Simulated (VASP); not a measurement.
Write an ASE script for VASP 6.6.1 that does the following.

```yaml
Task: single point
Functional: PBEsol
Potentials_or_basis: VASP PAW PBE potentials, release 64 (Pr_3), 4f in core
Cutoff: 520 eV
k_mesh: 9 × 9 × 9
Occupations: gaussian, width 0.1 eV
Spin: collinear spin, ferromagnetic start
Starting_moments: "[2.0] μB"
Further_INCAR_settings: ALGO = Fast; EDIFF = 1.00e-07
```

The structure of Pr lies in Pr.cif:

```cif
data_Pr
_cell_length_a 4.38894508
_cell_length_b 4.38894508
_cell_length_c 3.77189570
_cell_angle_alpha 90.00000000
_cell_angle_beta 90.00000000
_cell_angle_gamma 90.00000000
_space_group_name_H-M_alt 'I4/mmm'
_space_group_name_Hall '-I 4 2'
_space_group_IT_number 139
loop_
_space_group_symop_operation_xyz
'x,y,z'
'-x,-y,-z'
'-y,x,z'
'y,-x,-z'
'-x,-y,z'
'x,y,-z'
'y,-x,z'
'-y,x,-z'
'x,-y,-z'
'-x,y,z'
'-y,-x,-z'
'y,x,z'
'-x,y,-z'
'x,-y,z'
'y,x,-z'
'-y,-x,z'
'x+1/2,y+1/2,z+1/2'
'-x+1/2,-y+1/2,-z+1/2'
'-y+1/2,x+1/2,z+1/2'
'y+1/2,-x+1/2,-z+1/2'
'-x+1/2,-y+1/2,z+1/2'
'x+1/2,y+1/2,-z+1/2'
'y+1/2,-x+1/2,z+1/2'
'-y+1/2,x+1/2,-z+1/2'
'x+1/2,-y+1/2,-z+1/2'
'-x+1/2,y+1/2,z+1/2'
'-y+1/2,-x+1/2,-z+1/2'
'y+1/2,x+1/2,z+1/2'
'-x+1/2,y+1/2,-z+1/2'
'x+1/2,-y+1/2,z+1/2'
'y+1/2,x+1/2,-z+1/2'
'-y+1/2,-x+1/2,z+1/2'
loop_
_atom_site_label
_atom_site_type_symbol
_atom_site_symmetry_multiplicity
_atom_site_Wyckoff_symbol
_atom_site_fract_x
_atom_site_fract_y
_atom_site_fract_z
_atom_site_occupancy
Pr1 Pr 2 a 0.0000000000 0.0000000000 0.0000000000 1
```

This isn't the form of Pr at room conditions, which is double hcp.

The input as run:

run.py

```python
from ase.calculators.vasp import Vasp
from ase.dft.bandgap import bandgap
from ase.io import read

atoms = read('Pr.cif', primitive_cell=True, subtrans_included=False)
atoms.set_initial_magnetic_moments([2.0])
calc = Vasp(
    directory='calc',
    xc='pbesol',
    pp='PBE',
    setups='materialsproject',
    prec='Accurate',
    encut=520,
    ediff=1e-07,
    ismear=0,
    sigma=0.1,
    lreal=False,
    lasph=True,
    nelm=120,
    algo='Fast',
    isif=2,
    lwave=False,
    lcharg=False,
    ispin=2,
    lorbit=11,
    lmaxmix=6,
    kpts=[9, 9, 9],
    gamma=True,
)
atoms.calc = calc

print('energy (eV):', atoms.get_potential_energy())
print('free energy (eV):', atoms.get_potential_energy(force_consistent=True))
print('forces (eV/A):')
print(atoms.get_forces())
print('stress (eV/A^3, Voigt):', atoms.get_stress())
print('Fermi level (eV):', calc.get_fermi_level())
print('moment (muB):', atoms.get_magnetic_moment())
print('site moments (muB):', atoms.get_magnetic_moments())
gap, top, bottom = bandgap(calc)
print('band gap (eV):', gap, 'from (spin, k, band)', top, 'to', bottom)
```

Potentials or basis: VASP PAW PBE potentials, release 64 (Pr_3), 4f in core.

Run with:

```bash
$ python run.py
```

Results of the run:

```json
{
  "Pressure": "-2.2 GPa",
  "Band gap on the k mesh": "none (metal or under the smearing width)",
  "Net moment": "0.00 μB per cell",
  "Valence electrons inside the program's atomic spheres": "Pr 8.78"
}
```

Caveat: the magnetic or orbital state may not be the lowest; the PAW data sets were made with another functional, which shifts forces and pressure a little; spin-orbit coupling is left out, which moves the levels of the heavy elements; the 4f electrons are frozen in the core as for a trivalent ion, so they carry no moment and show no levels.

Wall time 84 s on 1 thread of Intel(R) Xeon(R) Platinum 8488C (Sapphire Rapids), on a shared host, peak memory 0.2 GiB.
